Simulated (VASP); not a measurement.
**LiF (strained measured structure): a PBE single-point calculation in VASP**

INCAR

```
LREAL = .FALSE.
LWAVE = .FALSE.
ISMEAR = -1
IBRION = -1
LCHARG = .FALSE.
ISIF = 2
ENCUT = 520
PREC = Accurate
EDIFF = 1E-7
LASPH = .TRUE.
NSW = 0
NELM = 120
SIGMA = 0.02
NBANDS = 12
GGA = PE
```

KPOINTS

```
KPOINTS created by Atomic Simulation Environment
0
Gamma
10 10 10
0 0 0
```

KPOINTS_OPT

```
special points
7
Reciprocal
0.0000000000 0.0000000000 0.0000000000 1
0.5000000000 0.0000000000 0.5000000000 1
0.6250000000 0.2500000000 0.6250000000 1
0.3750000000 0.3750000000 0.7500000000 1
0.5000000000 0.5000000000 0.5000000000 1
0.5000000000 0.2500000000 0.7500000000 1
-0.0729170000 0.0000000000 0.0729170000 1
```

POSCAR

```
Li F
 1.0000000000000000
     0.0000000000000000    1.9755189502999999    1.9755189502999999
     1.9755189502999999    0.0000000000000000    1.9755189502999999
     1.9755189502999999    1.9755189502999999    0.0000000000000000
 Li  F
   1   1
Cartesian
  0.0000000000000000  0.0000000000000000  0.0000000000000000
  1.9755189503000004  1.9755189503000004  1.9755189503000004
```

VASP ran with the recommended PBE PAW datasets (10 valence electrons in the cell).

Command

```
mpirun -np 1 vasp_std
```

OSZICAR

```
N       E                     dE             d eps       ncg     rms          rms(c)
DAV:   1     0.314550015950E+02    0.31455E+02   -0.55405E+03  1184   0.867E+02
DAV:   2    -0.912499412109E+01   -0.40580E+02   -0.39809E+02  1348   0.191E+02
DAV:   3    -0.101140436355E+02   -0.98905E+00   -0.98690E+00  1480   0.262E+01
DAV:   4    -0.101229250672E+02   -0.88814E-02   -0.88812E-02  1324   0.263E+00
DAV:   5    -0.101230170434E+02   -0.91976E-04   -0.91976E-04  1440   0.202E-01    0.454E+00
DAV:   6    -0.960056322502E+01    0.52245E+00   -0.24028E+00  1272   0.980E+00    0.135E+00
DAV:   7    -0.960487028271E+01   -0.43071E-02   -0.20277E-02  1468   0.125E+00    0.850E-01
DAV:   8    -0.961141113768E+01   -0.65409E-02   -0.14092E-02  1404   0.124E+00    0.108E-01
DAV:   9    -0.961142628817E+01   -0.15150E-04   -0.92242E-04  1304   0.275E-01    0.418E-02
DAV:  10    -0.961149579427E+01   -0.69506E-04   -0.11935E-04  1268   0.871E-02    0.156E-02
DAV:  11    -0.961149743358E+01   -0.16393E-05   -0.60697E-06  1416   0.230E-02    0.294E-03
DAV:  12    -0.961149835817E+01   -0.92459E-06   -0.45712E-07  1340   0.581E-03    0.916E-04
DAV:  13    -0.961149835466E+01    0.35076E-08   -0.71611E-08   972   0.248E-03
   1 F= -.96114984E+01 E0= -.96114984E+01  d E =-.937100E-12
       N       E                     dE             ncg
DAV:   1    -0.350093042285E+03   -0.35042E+04      168
DAV:   2    -0.628418606011E+03   -0.27833E+03      200
DAV:   3    -0.635960321920E+03   -0.75417E+01      244
DAV:   4    -0.635990542852E+03   -0.30221E-01      208
DAV:   5    -0.635990645589E+03   -0.10274E-03      220
DAV:   6    -0.635990645928E+03   -0.33907E-06      220
DAV:   7    -0.635990645930E+03   -0.20648E-08      200
```

From OUTCAR

```
k-points           NKPTS =     47   k-points in BZ     NKDIM =     47   number of bands    NBANDS=     12

   NELECT =      10.0000    total number of electrons

   dimension x,y,z NGX =    24 NGY =   24 NGZ =   24
   dimension x,y,z NGXF=    48 NGYF=   48 NGZF=   48

  energy-cutoff  :      520.00
  volume of cell :       15.42
      direct lattice vectors                 reciprocal lattice vectors
     0.000000000  1.975518950  1.975518950    -0.253098053  0.253098053  0.253098053
     1.975518950  0.000000000  1.975518950     0.253098053 -0.253098053  0.253098053
     1.975518950  1.975518950  0.000000000     0.253098053  0.253098053 -0.253098053

 k-points in reciprocal lattice and weights: KPOINTS created by Atomic Simulation Env
   0.00000000  0.00000000  0.00000000       0.001
   0.10000000  0.00000000  0.00000000       0.008
   0.20000000  0.00000000  0.00000000       0.008
   0.30000000  0.00000000  0.00000000       0.008
   0.40000000  0.00000000  0.00000000       0.008
   0.50000000  0.00000000  0.00000000       0.004
   0.10000000  0.10000000  0.00000000       0.006
   0.20000000  0.10000000  0.00000000       0.024
   ...

 E-fermi :  -0.1788

 k-point     1 :       0.0000    0.0000    0.0000
  band No.  band energies     occupation
      1     -41.4546      2.00000
      2     -20.7936      2.00000
      3      -0.6546      2.00000
      4      -0.6546      2.00000
      5      -0.6546      2.00000
      6       8.9695      0.00000
      7      24.0874      0.00000
      8      24.0874      0.00000
      9      24.0874      0.00000
     10      24.2449      0.00000
     11      24.2449      0.00000
     12      24.2449      0.00000

 k-point     2 :       0.1000    0.0000    0.0000
  band No.  band energies     occupation
      1     -41.4475      2.00000
      2     -20.7510      2.00000
      3      -0.9599      2.00000
      4      -0.6797      2.00000
      5      -0.6797      2.00000
      6       9.2600      0.00000
      7      21.1868      0.00000
      8      22.7116      0.00000
      9      22.7116      0.00000
     10      25.3752      0.00000
     11      25.3752      0.00000
     12      25.5112      0.00000

 k-point     3 :       0.2000    0.0000    0.0000
  band No.  band energies     occupation
      1     -41.4287      2.00000
      2     -20.6367      2.00000
      3      -1.6948      2.00000
      4      -0.7440      2.00000
      5      -0.7440      2.00000
      6       9.8863      0.00000
      7      18.6746      0.00000
      8      21.1473      0.00000
      9      21.1473      0.00000
     10      26.5449      0.00000
     11      26.7640      0.00000
     12      26.7640      0.00000

 k-point     4 :       0.3000    0.0000    0.0000
  band No.  band energies     occupation
      1     -41.4056      2.00000
      2     -20.4896      2.00000
      3      -2.5128      2.00000
      4      -0.8206      2.00000
      5      -0.8206      2.00000
      6      10.3646      0.00000
      7      17.2465      0.00000
      8      19.8391      0.00000
      9      19.8391      0.00000
     10      27.9792      0.00000
     11      28.5452      0.00000
     12      28.5452      0.00000

 k-point     5 :       0.4000    0.0000    0.0000
  band No.  band energies     occupation
      1     -41.3868      2.00000
      2     -20.3644      2.00000
      3      -3.1250      2.00000
      4      -0.8805      2.00000
      5      -0.8805      2.00000
      6      10.4619      0.00000
      7      16.8141      0.00000
      8      18.9954      0.00000
      9      18.9954      0.00000
     10      29.6555      0.00000
     11      30.4312      0.00000
     12      30.4312      0.00000

 k-point     6 :       0.5000    0.0000    0.0000
  band No.  band energies     occupation
      1     -41.3796      2.00000
      2     -20.3149      2.00000
      3      -3.3501      2.00000
      4      -0.9028      2.00000
      5      -0.9028      2.00000
      6      10.4279      0.00000
      7      16.7897      0.00000
      8      18.7057      0.00000
      9      18.7057      0.00000
     10      30.7771      0.00000
     11      31.4040      0.00000
     12      31.4040      0.00000

 k-point     7 :       0.1000    0.1000    0.0000
  band No.  band energies     occupation
      1     -41.4452      2.00000
      2     -20.7359      2.00000
      3      -0.9282      2.00000
      4      -0.7625      2.00000
      5      -0.7625      2.00000
      6       9.3807      0.00000
      7      22.0355      0.00000
      8      22.1153      0.00000
      9      22.1153      0.00000
     10      22.6364      0.00000
     11      27.1646      0.00000
     12      27.1646      0.00000

 k-point     8 :       0.2000    0.1000    0.0000
  band No.  band energies     occupation
      1     -41.4304      2.00000
      2     -20.6421      2.00000
      3      -1.4985      2.00000
      4      -0.8734      2.00000
      5      -0.8113      2.00000
      6       9.9655      0.00000
      7      19.2665      0.00000
      8      21.1999      0.00000
      9      21.2677      0.00000
     10      23.2838      0.00000
     11      28.4016      0.00000
     12      28.6092      0.00000

 k-point     9 :       0.3000    0.1000    0.0000
  band No.  band energies     occupation
      1     -41.4089      2.00000
      2     -20.5012      2.00000
      3      -2.2803      2.00000
      4      -0.9683      2.00000
      5      -0.9095      2.00000
      6      10.5964      0.00000
      7      17.4109      0.00000
      8      20.0142      0.00000
      9      20.1838      0.00000
     10      24.9012      0.00000
     11      29.6849      0.00000
     12      29.9219      0.00000

 k-point    10 :       0.4000    0.1000    0.0000
  band No.  band energies     occupation
      1     -41.3888      2.00000
      2     -20.3638      2.00000
      3      -2.9451      2.00000
      4      -1.0478      2.00000
      5      -1.0118      2.00000
      6      10.8823      0.00000
      7      16.6024      0.00000
      8      19.1926      0.00000
      9      19.3364      0.00000
     10      26.8453      0.00000
     11      31.1242      0.00000
     12      31.3031      0.00000

 k-point    11 :       0.5000    0.1000    0.0000
  band No.  band energies     occupation
      1     -41.3779      2.00000
      2     -20.2865      2.00000
      3      -3.2853      2.00000
      4      -1.1704      2.00000
      5      -0.9890      2.00000
      6      10.8838      0.00000
      7      16.4252      0.00000
      8      18.8707      0.00000
      9      18.8889      0.00000
     10      28.8668      0.00000
     11      31.3847      0.00000
     12      31.8328      0.00000

 k-point    12 :      -0.4000    0.1000    0.0000
  band No.  band energies     occupation
      1     -41.3802      2.00000
      2     -20.3043      2.00000
      3      -3.2035      2.00000
      4      -1.2291      2.00000
      5      -0.9093      2.00000
      6      10.8764      0.00000
      7      16.4001      0.00000
      8      18.9074      0.00000
      9      19.0365      0.00000
     10      29.8090      0.00000
     11      30.4918      0.00000
     12      30.5962      0.00000

 k-point    13 :      -0.3000    0.1000    0.0000
  band No.  band energies     occupation
      1     -41.3949      2.00000
      2     -20.4090      2.00000
      3      -2.7262      2.00000
      4      -1.1989      2.00000
      5      -0.8017      2.00000
      6      10.7898      0.00000
      7      16.6564      0.00000
      8      19.4984      0.00000
      9      19.5523      0.00000
     10      28.1715      0.00000
     11      28.3107      0.00000
     12      30.6708      0.00000

 k-point    14 :      -0.2000    0.1000    0.0000
  band No.  band energies     occupation
      1     -41.4165      2.00000
      2     -20.5545      2.00000
      3      -2.0048      2.00000
      4      -1.0808      2.00000
      5      -0.7056      2.00000
      6      10.3514      0.00000
      7      17.7177      0.00000
      8      20.3294      0.00000
      9      20.6259      0.00000
     10      26.3269      0.00000
     11      26.7245      0.00000
     12      29.5753      0.00000

 k-point    15 :      -0.1000    0.1000    0.0000
  band No.  band energies     occupation
      1     -41.4365      2.00000
      2     -20.6833      2.00000
      3      -1.3149      2.00000
      4      -0.8847      2.00000
      5      -0.6582      2.00000
      6       9.6892      0.00000
      7      19.6339      0.00000
      8      21.2517      0.00000
      9      22.0867      0.00000
     10      25.0096      0.00000
     11      25.7371      0.00000
     12      28.0254      0.00000

 ...

  Total        0.6371599      0.6371599      0.6371599      0.0000000      0.0000000      0.0000000
  in kB       66.2041768     66.2041768     66.2041768      0.0000000      0.0000000      0.0000000
  external PRESSURE =      66.2041768 kB  Pullay stress =       0.0000000 kB

 POSITION                                       TOTAL-FORCE (eV/Angst)
 -----------------------------------------------------------------------------------
      0.00000      0.00000      0.00000        -0.000000     -0.000000      0.000000
      1.97552      1.97552      1.97552         0.000000      0.000000      0.000000
 -----------------------------------------------------------------------------------
    total drift:                               -0.000000     -0.000000      0.000000

  FREE ENERGIE OF THE ION-ELECTRON SYSTEM (eV)
  ---------------------------------------------------
  free  energy   TOTEN  =        -9.6114983547 eV

  energy  without entropy=       -9.6114983547  energy(sigma->0) =       -9.61149835
```

- gap between bands v and c: 9.62 eV
- least direct gap: 9.62 eV
- pressure: 6.6 GPa

Band v is the last that the valence electrons fill when counted band by band, and c is the next.

The run took about 7.3 s on one core of a shared host (Intel Xeon Platinum 8488C) and held 0.13 GiB at most.
